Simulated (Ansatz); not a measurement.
# GaSb (F-43m) in Ansatz: further runs, part 2 of 2

Ansatz 0.2.0. The steps go on from the part before.

## 4. Relaxation of cell and atoms, PBE, target pressure 2 GPa, at which the enthalpy is minimised

Input file input.yaml:

```yaml
crystal:
  lattice:
    - [0.0, 3.059, 3.059]
    - [3.059, 0.0, 3.059]
    - [3.059, 3.059, 0.0]
  atoms:
    - { symbol: Sb, position: [0.75, 0.75, 0.75] }
    - { symbol: Ga, position: [0.0, 0.0, 0.0] }
hamiltonian:
  xc: pbe
  pseudopotentials: { kind: paw }
kpoints:
  mp_grid: { grid: [8, 8, 8] }
scf:
  occupations: { method: fermi_dirac, width: 0.05 }
output:
  forces: true
  stress: true
  eigenvalues: true
  write_density: true
  write_potential: true
  elf: true
  volumetric_format: npy
relax:
  f_tol: 0.01
  max_steps: 40
  cell: { stress_tol: 0.05, p_target: 2.0 }
```

Potentials or basis: Ansatz PAW.

Command:

```sh
$ ansatz run input.yaml --threads 2 --pin off --max-ram 5632MiB --backend cpu --events-out ev --progress --plain --runs-dir out
```

Log:

```text
Warning: RAYON_NUM_THREADS=2 ignored (pool sized by the plan → 2); use --threads N
Engine: ansatz 0.2.0, x86_64-unknown-linux-gnu
Pseudopotentials: kind: paw
Pseudopotential: Sb, paw, valence charge 15, recommended cutoff 420 eV (normal), Sb.paw.azcp
Pseudopotential: Ga, paw, valence charge 13, recommended cutoff 420 eV (normal), Ga.paw.azcp
Functional definition: PBE
  parameter kappa = 0.804
  parameter beta = 0.06672455060314922
  exchange = pbe_x(kappa = kappa, mu = beta*pi^2/3)
  correlation = pbe_c(beta = beta)
Crystal: 2 atoms, lattice volume = 57.249 Å³
Basis set: ecut = 420 eV, 1139 PW (Γ), exchange–correlation on 60×60×60 points (8 copies of the dense FFT grid, shifted against one another)
Bands: 18, of which v1, the nominal top of the filled ones, is band 14 counted from 1 (13 counted from 0)
Symmetry: 24 space group operations
Space group: F-43m (ITA 216), of the structure as read, at distance tolerance 3.9e-5 Å
k-points: 29 of 512 (time reversal used)
Non-local potential: Sb, projectors of the file, l = 0: 2, l = 1: 2, l = 2: 2, l = 3: 2
Non-local potential: Ga, projectors of the file, l = 0: 2, l = 1: 2, l = 2: 3, l = 3: 1
PAW form: soft (Blöchl's): semilocal exchange-correlation on the pseudo side does not see the compensation charge
PAW one-centre angular grid: Sb, 590 points (default); XC on 64 Gauss nodes
PAW one-centre angular grid: Ga, 590 points (default); XC on 64 Gauss nodes
Initial density: superposition of atomic densities (neutral atoms: chi_scale 0, normalization atom), corrected by the library's trained network
Initial wavefunctions: pseudopotential atomic-orbital guess
Functional: x = pbe(κ = 0.804, μ = 0.2195149727645171), c = pbe(β = 0.06672455060314922)
SCF iter   1: F=—  HF=-10267.815826 eV  |F-HF|=—  |Δ(HF+E_count)|=         —  Δρ=1.33e-3  dr2=1.61e-3  ethr=1.77e-3  ⟨swp⟩=6.1  Hψ=2642  notcnv=0
preconditioner: auto → none  [insulator: Δε(μ)=0.371 eV  Ē_g=14.585 eV  σ=0.050 eV  W_gap=0.67  n_scr=14 (ndim 8)  ℏωp=20.8 eV  f_vac=0.091  D(μ)=0.06/eV (n_scr^D=0)  ε∞_Penn≈3.0]
SCF iter   2: F=—  HF=-10267.814473 eV  |F-HF|=—  |Δ(HF+E_count)|=   1.35e-3  Δρ=6.28e-4  dr2=2.48e-4  ethr=5.74e-6  ⟨swp⟩=2.0  Hψ=1025  notcnv=0
SCF iter   3: F=—  HF=-10267.814478 eV  |F-HF|=—  |Δ(HF+E_count)|=   5.14e-6  Δρ=2.73e-4  dr2=4.19e-5  ethr=8.84e-7  ⟨swp⟩=2.0  Hψ=784  notcnv=0
SCF iter   4: F=—  HF=-10267.814504 eV  |F-HF|=—  |Δ(HF+E_count)|=   2.60e-5  Δρ=8.75e-5  dr2=3.19e-6  ethr=1.50e-7  ⟨swp⟩=2.0  Hψ=784  notcnv=0
SCF iter   5: F=—  HF=-10267.814511 eV  |F-HF|=—  |Δ(HF+E_count)|=   6.77e-6  Δρ=5.27e-5  dr2=1.12e-6  ethr=1.14e-8  ⟨swp⟩=2.0  Hψ=931  notcnv=0
SCF iter   6: F=-10267.814510 eV  HF=-10267.814511 eV  |F-HF|=3.59e-8  |Δ(HF+E_count)|=   3.88e-7  Δρ=1.75e-5  dr2=7.89e-8  ethr=3.57e-10  ⟨swp⟩=7.6  Hψ=3823  notcnv=0
SCF 1 converged in 6 iterations: F = -10267.814510 eV  dr2 = 7.89e-8
relax step   1: F+E_penalty+E_count = -10267.81451047 eV  Δ(F+E_penalty+E_count) = +0.000e0 eV  max|allowed force component| = 1.758e-16 eV/Å  Δτ_max = 0.0000 Å  P = +2.335 GPa  Ω = 57.249 Å³  (6 SCF iters, dr2 threshold 1.00e-7 eV, accepted)
Crystal: 2 atoms, lattice volume = 57.746 Å³
Initial density: handed on by an earlier stage of this run
Initial wavefunctions: those handed on with the density
iter 1 solved again at ethr=3.85e-7 eV; its pass at ethr=3.10e-3 eV (dr2=1.08e-4 eV) is discarded
SCF iter   1: F=—  HF=-10267.820917 eV  |F-HF|=—  |Δ(HF+E_count)|=         —  Δρ=2.82e-4  dr2=5.35e-5  ethr=3.85e-7  ⟨swp⟩=2.8  Hψ=3154  notcnv=0
preconditioner: auto → none  [insulator: Δε(μ)=0.390 eV  Ē_g=14.531 eV  σ=0.050 eV  W_gap=0.74  n_scr=14 (ndim 8)  ℏωp=20.7 eV  f_vac=0.086  D(μ)=0.06/eV (n_scr^D=0)  ε∞_Penn≈3.0]
SCF iter   2: F=—  HF=-10267.820920 eV  |F-HF|=—  |Δ(HF+E_count)|=   2.45e-6  Δρ=1.37e-4  dr2=1.10e-5  ethr=1.91e-7  ⟨swp⟩=1.1  Hψ=525  notcnv=0
SCF iter   3: F=—  HF=-10267.820924 eV  |F-HF|=—  |Δ(HF+E_count)|=   4.54e-6  Δρ=4.39e-5  dr2=1.31e-6  ethr=3.93e-8  ⟨swp⟩=2.0  Hψ=784  notcnv=0
SCF iter   4: F=-10267.820924 eV  HF=-10267.820924 eV  |F-HF|=3.30e-8  |Δ(HF+E_count)|=   6.57e-7  Δρ=1.14e-5  dr2=5.40e-8  ethr=7.14e-10  ⟨swp⟩=7.3  Hψ=3638  notcnv=0
SCF 2 converged in 4 iterations: F = -10267.820924 eV  dr2 = 5.40e-8
relax step   2: F+E_penalty+E_count = -10267.82092366 eV  Δ(F+E_penalty+E_count) = -6.413e-3 eV  max|allowed force component| = 2.544e-17 eV/Å  Δτ_max = 0.0000 Å  P = +1.876 GPa  Ω = 57.746 Å³  energy of the carried Pulay correction = -1.106e-4 eV  (4 SCF iters, dr2 threshold 2.00e-7 eV, accepted)
Crystal: 2 atoms, lattice volume = 57.611 Å³
iter 1 solved again at ethr=2.87e-8 eV; its pass at ethr=3.10e-3 eV (dr2=8.04e-6 eV) is discarded
SCF iter   1: F=—  HF=-10267.819325 eV  |F-HF|=—  |Δ(HF+E_count)|=         —  Δρ=7.38e-5  dr2=3.92e-6  ethr=2.87e-8  ⟨swp⟩=2.7  Hψ=3162  notcnv=0
preconditioner: auto → none  [insulator: Δε(μ)=0.394 eV  Ē_g=14.543 eV  σ=0.050 eV  W_gap=0.75  n_scr=14 (ndim 8)  ℏωp=20.8 eV  f_vac=0.084  D(μ)=0.06/eV (n_scr^D=0)  ε∞_Penn≈3.0]
SCF iter   2: F=—  HF=-10267.819323 eV  |F-HF|=—  |Δ(HF+E_count)|=   1.51e-6  Δρ=3.43e-5  dr2=7.16e-7  ethr=1.40e-8  ⟨swp⟩=1.1  Hψ=527  notcnv=0
SCF iter   3: F=—  HF=-10267.819324 eV  |F-HF|=—  |Δ(HF+E_count)|=   1.26e-7  Δρ=1.15e-5  dr2=8.64e-8  ethr=2.56e-9  ⟨swp⟩=2.0  Hψ=784  notcnv=0
SCF iter   4: F=-10267.819324 eV  HF=-10267.819324 eV  |F-HF|=1.33e-9  |Δ(HF+E_count)|=   4.63e-8  Δρ=2.96e-6  dr2=3.41e-9  ethr=1.37e-10  ⟨swp⟩=8.5  Hψ=3307  notcnv=0
SCF 3 converged in 4 iterations: F = -10267.819324 eV  dr2 = 3.41e-9
relax step   3: F+E_penalty+E_count = -10267.81932352 eV  Δ(F+E_penalty+E_count) = +1.600e-3 eV  max|allowed force component| = 4.626e-17 eV/Å  Δτ_max = 0.0000 Å  P = +2.000 GPa  Ω = 57.611 Å³  energy of the carried Pulay correction = -8.071e-5 eV  (4 SCF iters, dr2 threshold 3.83e-8 eV, accepted)
Initial wavefunctions: pseudopotential atomic-orbital guess (no wavefunctions were taken with the density)
iter 1 solved again at ethr=5.76e-7 eV; its pass at ethr=3.10e-3 eV (dr2=1.61e-4 eV) is discarded
SCF iter   1: F=—  HF=-10267.817555 eV  |F-HF|=—  |Δ(HF+E_count)|=         —  Δρ=3.02e-4  dr2=1.38e-6  ethr=5.76e-7  ⟨swp⟩=2.8  Hψ=3851  notcnv=0
preconditioner: auto → none  [insulator: Δε(μ)=0.395 eV  Ē_g=14.543 eV  σ=0.050 eV  W_gap=0.75  n_scr=14 (ndim 8)  ℏωp=20.8 eV  f_vac=0.084  D(μ)=0.06/eV (n_scr^D=0)  ε∞_Penn≈3.0]
SCF iter   2: F=—  HF=-10267.818971 eV  |F-HF|=—  |Δ(HF+E_count)|=   1.42e-3  Δρ=1.51e-4  dr2=3.14e-7  ethr=4.94e-9  ⟨swp⟩=2.6  Hψ=801  notcnv=0
SCF iter   3: F=—  HF=-10267.819377 eV  |F-HF|=—  |Δ(HF+E_count)|=   4.05e-4  Δρ=4.02e-5  dr2=3.28e-8  ethr=1.12e-9  ⟨swp⟩=2.0  Hψ=638  notcnv=0
SCF iter   4: F=—  HF=-10267.819406 eV  |F-HF|=—  |Δ(HF+E_count)|=   2.96e-5  Δρ=3.52e-6  dr2=7.16e-9  ethr=1.17e-10  ⟨swp⟩=2.0  Hψ=931  notcnv=0
SCF iter   5: F=—  HF=-10267.819406 eV  |F-HF|=—  |Δ(HF+E_count)|=   8.59e-8  Δρ=7.78e-7  dr2=1.59e-10  ethr=2.56e-11  ⟨swp⟩=2.3  Hψ=856  notcnv=0
SCF iter   6: F=—  HF=-10267.819406 eV  |F-HF|=—  |Δ(HF+E_count)|=   3.30e-9  Δρ=2.63e-7  dr2=3.06e-11  ethr=1.00e-12  ⟨swp⟩=6.3  Hψ=2522  notcnv=0
SCF iter   7: F=-10267.819406 eV  HF=-10267.819406 eV  |F-HF|=1.46e-11  |Δ(HF+E_count)|=  1.20e-10  Δρ=6.55e-8  dr2=3.07e-12  ethr=1.00e-12  ⟨swp⟩=6.0  Hψ=2185  notcnv=0
SCF 4 converged in 7 iterations: F = -10267.819406 eV  dr2 = 3.07e-12
relax step   4: F+E_penalty+E_count = -10267.81940641 eV  Δ(F+E_penalty+E_count) = -8.290e-5 eV  max|allowed force component| = 4.626e-17 eV/Å  Δτ_max = 0.0000 Å  P = +1.998 GPa  Ω = 57.611 Å³  stress off target by 1.59e-3 GPa  SCF on the basis re-selected at this cell (its energy is not comparable with the rows above)  (7 SCF iters)
basis re-selected at this cell: Δ(F+E_penalty+E_count) = -8.290e-5 eV, ΔP = -0.001 GPa vs the last step (what re-selecting the basis moved, of the pressure what is left beyond the Pulay correction that the steps carried, after the strain that the cell walked since its last selection, with what the two solves' SCF thresholds leave and, on support functions, any second-order correction that the steps lacked; it is no measure of the basis error at this ecutwfc). This SCF's stress stands 1.59e-3 GPa from its target on what of the cell is left free (relax.cell.stress_tol is 5.00e-2 GPa) and its largest allowed force component is 4.63e-17 eV/Å (relax.f_tol is 1.00e-2 eV/Å): within both
SCF converged after 7 iterations
Free energy (F): -10267.819406 eV
Harris-Foulkes:  -10267.819406 eV  (|F-HF|=1.46e-11)
Internal energy: -10267.818901 eV  (E = F + TS)
E sigma→0 (E₀):  -10267.819154 eV
Entropy (-TS):   -0.000505 eV (-0.253 meV/atom)
Fermi energy:    7.682883 eV
--- Per-component energies (eV) ---
  E_band       = -262.818843
  E_kinetic    = 323.007606
  E_local      = -3922.202160  (includes V_loc(G=0)·N_el)
  E_nonlocal   = 787.146238
  E_hartree    = 1805.020296
  E_xc         = -207.349564
  E_vxc        = -154.000780  (∫ρ·V_xc dr)
  E_paw        = -6564.754475  (= ΣΔE_a)
  E_vpaw       = -906.810245  (= ΣTr[D̂ρ^β])
  E_aug_tail   = -0.000120  (compensation charges beyond the density's cutoff)
  E_ewald      = -2488.686722
  E_smearing   = -0.000505  (= −TS)
  E_closure    = 0.000000  (closes the sum)
  Σ components = -10267.819406   (vs F -10267.819406, Δ=0.00e0)
--- Forces (eV/Å), atoms counted from 1 ---
  atom   1  Sb     0.00000000     0.00000000    -0.00000000
  atom   2  Ga    -0.00000000    -0.00000000     0.00000000
  max |Σ_I F_I| component: 8.10e-18 eV/Å
--- Stress (GPa, compression-positive) ---
        1.998415      -0.000000       0.000000
       -0.000000       1.998415       0.000000
       -0.000000       0.000000       1.998415
  P = ⅓ Tr σ = 1.9984 GPa (19.984 kbar)
--- Band table (eV; the first three rows and the last of 29) ---
  k-point 0: bands = ["-21.1220", "-21.1220", "-21.1220", "-21.1032", "-21.1032", "-7.3597", "-7.3597", "-7.3597", "-7.3113", "-7.3113", "-3.8059", "7.6168", "7.6278", "7.6278", "7.6278", "10.4167", "10.4167", "10.4167"]
  k-point 1: bands = ["-21.1219", "-21.1216", "-21.1216", "-21.1031", "-21.1031", "-7.3639", "-7.3578", "-7.3578", "-7.3115", "-7.3115", "-3.6471", "5.6164", "7.3782", "7.3782", "8.6377", "10.7598", "10.7598", "11.0491"]
  k-point 2: bands = ["-21.1217", "-21.1206", "-21.1206", "-21.1028", "-21.1028", "-7.3738", "-7.3536", "-7.3536", "-7.3119", "-7.3119", "-3.1952", "3.6175", "6.9347", "6.9347", "8.4234", "11.2759", "11.2759", "12.8077"]
  k-point 28: bands = ["-21.1213", "-21.1198", "-21.1162", "-21.1036", "-21.1013", "-7.3988", "-7.3416", "-7.3369", "-7.3170", "-7.3120", "-1.3401", "0.9894", "4.3149", "4.5354", "11.2928", "11.9606", "12.0321", "12.4009"]
--- Relaxed structure (3 steps of the walk, 3 accepted, 1 SCFs on fresh bases) ---
  F+E_penalty+E_count = -10267.81940641 eV   max|allowed force component| = 4.626e-17 eV/Å   (the final SCF, on the basis selected at the relaxed cell)
  cell:  # Å, volume = 57.6109 Å³
    - [-1.802487856636815e-33, 3.0654314885825675, 3.0654314885825675]
    - [3.0654314885825675, 9.197146519376539e-33, 3.0654314885825675]
    - [3.0654314885825675, 3.0654314885825675, 9.381853755569004e-33]
  atoms:
    - { symbol: Sb, position: [0.75, 0.75, 0.75] }
    - { symbol: Ga, position: [1.4815148415777099e-33, -1.603498799317176e-33, -1.4185553795186308e-33] }
```

rho_z.tsv:

```text
# z_ang	rho[e/angstrom^3]
# format = ansatz-planar-average/11
# lattice	-0.000000000	3.065431489	3.065431489
# lattice	3.065431489	0.000000000	3.065431489
# lattice	3.065431489	3.065431489	0.000000000
# sites	2
# site	51	4.598147233	4.598147233	4.598147233
# site	31	-0.000000000	0.000000000	-0.000000000
0.000000	1.205743e0
0.144506	1.044989e0
0.289012	7.325880e-1
0.433517	4.473447e-1
0.578023	2.696086e-1
0.722529	1.784056e-1
[... 22 lines left out ...]
4.046163	8.864782e-1
4.190669	1.115880e0
```

Wall time 9.3 s (2 threads of AMD EPYC 7R43 (Zen 3), shared host); peak memory 0.43 GiB.

What came out:

| Item | Value |
| --- | --- |
| Free energy | -10267.8194 eV |
| Relaxed volume | 28.81 Å³/atom |
| Relaxed cell | a = 4.335 Å, b = 4.335 Å, c = 4.335 Å, α = 60.00°, β = 60.00°, γ = 60.00° |
| Space group after relaxing (to 0.05 Å) | F-43m (No. 216) |
| Energy change on relaxing (the enthalpy is what falls) | -2.4 meV/atom |
| Ionic steps | 4 |
| Pressure after relaxing | 2.0 GPa |
| Band gap on the k mesh | none (metal or under the smearing width) |

The path:
```tsv
step	energy change (eV)	largest force (eV/Å)	volume (Å³)
1	0.0000	0.0000	57.25
2	-0.0064	0.0000	57.75
3	-0.0048	0.0000	57.61
4	-0.0049	0.0000	57.61
```

Final structure:
```
CELL_PARAMETERS angstrom
0.00000 3.06543 3.06543
3.06543 0.00000 3.06543
3.06543 3.06543 0.00000
ATOMIC_POSITIONS crystal
Sb 0.75000 0.75000 0.75000
Ga 0.00000 0.00000 0.00000
```

Levels at points of the mesh, in eV from the Fermi level:
| k point | band 11 | band 12 | band 13 | band 14 | band 15 | band 16 | band 17 | band 18 |
| --- | --- | --- | --- | --- | --- | --- | --- | --- |
| (0.00, 0.00, 0.00) | -11.49 | -0.07 | -0.06 | -0.06 | -0.06 | 2.73 | 2.73 | 2.73 |
| (0.00, 0.00, -0.50) | -9.88 | -6.38 | -1.20 | -1.20 | 0.34 | 3.71 | 3.71 | 6.43 |
| (0.00, -0.50, -0.50) | -9.07 | -6.82 | -2.60 | -2.60 | 0.87 | 1.22 | 8.62 | 8.62 |

Caveat: the plane-wave basis is chosen anew once the cell has moved, so the energies of steps on either side of that aren't comparable.

## 5. Relaxation of cell and atoms, PBE, target pressure 5 GPa, at which the enthalpy is minimised

Edit input.yaml of step 4 so:

```diff
@@ -19,6 +19,2 @@
   eigenvalues: true
-  write_density: true
-  write_potential: true
-  elf: true
-  volumetric_format: npy
 relax:
@@ -26,2 +22,2 @@
   max_steps: 40
-  cell: { stress_tol: 0.05, p_target: 2.0 }
+  cell: { stress_tol: 0.05, p_target: 5.0 }
```

Command:

```sh
$ ansatz run input.yaml --threads 2 --pin off --max-ram 5632MiB --backend cpu --events-out ev --progress --plain --runs-dir out
```

It took 9.9 s on 2 threads of AMD EPYC 7R43 (Zen 3), shared host; peak memory 0.42 GiB.

The run converged. Its results:

```
Free energy                                            : -10267.7590 eV
Relaxed volume                                         : 27.39 Å³/atom
Relaxed cell                                           : a = 4.263 Å, b = 4.263 Å, c = 4.263 Å, α = 60.00°, β = 60.00°, γ = 60.00°
Space group after relaxing (to 0.05 Å)                 : F-43m (No. 216)
Energy change on relaxing (the enthalpy is what falls) : +27.7 meV/atom
Ionic steps                                            : 5
Pressure after relaxing                                : 5.0 GPa
Band gap on the k mesh                                 : 0.35 eV, direct
```

Step by step:
| step | energy change (eV) | largest force (eV/Å) | volume (Å³) |
| --- | --- | --- | --- |
| 1 | 0.0000 | 0.0000 | 57.25 |
| 2 | 0.1053 | 0.0000 | 53.40 |
| 3 | 0.0513 | 0.0000 | 54.90 |
| 4 | 0.0549 | 0.0000 | 54.79 |
| 5 | 0.0555 | 0.0000 | 54.79 |

Final structure:
```yaml
crystal:
  lattice:
    - [0.00000, 3.01449, 3.01449]
    - [3.01449, 0.00000, 3.01449]
    - [3.01449, 3.01449, 0.00000]
  atoms:
    - { symbol: Sb, position: [0.75000, 0.75000, 0.75000] }
    - { symbol: Ga, position: [0.00000, 0.00000, 0.00000] }
```

Levels at points of the mesh, in eV from the valence-band top:
```tsv
k point	band 10	band 11	band 12	band 13	band 14	band 15	band 16	band 17	band 18
(0.00, 0.00, 0.00)	-15.03	-11.79	0.00	0.00	0.00	0.35	2.77	2.77	2.77
(0.00, 0.00, -0.50)	-15.03	-10.05	-6.58	-1.22	-1.22	0.50	3.76	3.76	6.45
(0.00, -0.50, -0.50)	-15.03	-9.16	-7.00	-2.73	-2.73	0.86	1.17	9.01	9.01
```

Caveat: the plane-wave basis is chosen anew once the cell has moved, so the energies of steps on either side of that aren't comparable; spin-orbit coupling is left out, which moves the levels of the heavy elements. As with any semilocal functional, this PBE gap is likely too small.

## 6. Summary

| task | cell | target pressure (GPa) | gap on the mesh (eV) | pressure (GPa) |
| --- | --- | --- | --- | --- |
| single point | as given | - | none | 2.3 |
| relaxation of cell and atoms | relaxed | - | none | 0.0 |
| relaxation of cell and atoms | relaxed to 2 GPa | 2 | none | 2.0 |
| relaxation of cell and atoms | relaxed to 5 GPa | 5 | 0.35 | 5.0 |

Alike in all rows: level PBE; potentials or basis Ansatz PAW; no spin polarisation; k mesh 8 × 8 × 8; cutoff (eV) 420; smearing fermi-dirac 0.05 eV.

Caveats: the plane-wave basis is chosen anew once the cell has moved, so the energies of steps on either side of that aren't comparable (some runs); spin-orbit coupling is left out, which moves the levels of the heavy elements (some runs).

Absolute energies hang on the potentials; compare differences alone.

## 7. Comparison with measurements

Step 2. Measured gap of GaSb: 0.811 eV (direct; 4.2 K; a printed reference work, data compilation). This calculation gives 0.00 eV (-0.81 eV). Spin-orbit coupling on Ga, Sb is left out. The value is that of PBE on a finite k mesh, which can miss the band edges, without temperature or zero-point motion. Semilocal functionals fall short of measured gaps as a rule.
